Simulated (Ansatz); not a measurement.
## What pressure 0.3 GPa does to BeO

Take BeO in the wurtzite structure (space group P6_3mc, No. 186; a = 2.690 Å, c = 4.369 Å) as the base.

It is then changed as follows: cell and atoms relaxed at a pressure of 0.3 GPa.

The values are results of r2SCAN (Ansatz, a quantum-chemistry and plane-wave program), scalar-relativistic without spin-orbit coupling, earlier PAW set, not measurements. Γ-centred 14×14×8 mesh, Fermi–Dirac width 0.05 eV.

* **Volume per atom**: 6.84 Å³ (base 6.85 Å³)
* **Lattice parameter a**: 2.689 Å (base 2.690 Å)
* **c/a ratio**: 1.624 (base 1.624)
* **Shortest interatomic distance**: 1.642 Å (base 1.643 Å)
* **Band gap**: 8.57 eV (base 8.55 eV)
* **Gap character**: direct at Γ (base direct at Γ)
* **Width of the top valence band**: 2.46 eV (base 2.46 eV)
* **Electron mass**: 0.54 mₑ along c, 0.61 mₑ across (at Γ) (base 0.53 mₑ along c, 0.61 mₑ across (at Γ))
* **Valence-band top at Γ (three highest levels, from the VBM)**: 0.00, -0.04, -0.04 eV (base 0.00, -0.04, -0.04 eV)

Load acts through the strain it causes; cell and atoms are relaxed under it. Masses are band curvatures over ±0.01 Å⁻¹ around the edge. Stability against distortions was not tested.
